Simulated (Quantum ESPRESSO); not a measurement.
I:

```xyz
1
Lattice="0.0000 2.3656 3.9098 2.1922 0.0000 3.9098 2.1922 2.3656 0.0000" Properties=species:S:1:pos:R:3 pbc="T T T"
I     0.0000    0.0000    0.0000
```

Base run:

- Program: Quantum ESPRESSO 7.5
- Functional: LDA
- Potentials or basis: PseudoDojo 0.4 FR PBE standard
- Cutoff: 952 eV
- Density cutoff: 3810 eV
- k mesh: 9 × 9 × 9
- Occupations: fermi-dirac, width 0.05 eV
- Spin: spin-orbit coupling, no magnetisation

Its results: band gap on the k mesh none (metal or under the smearing width); pressure -1.5 GPa.

Question: The run is repeated on the same cell with these changes: functional from LDA to PBEsol; potentials or basis from PseudoDojo 0.4 FR PBE standard to PseudoDojo 0.4 FR PBEsol standard. What comes out?

Answer: Band gap on the k mesh none (metal or under the smearing width); pressure -0.8 GPa.

Caveats: the potentials were made for another functional, which shifts forces and pressure (some runs).
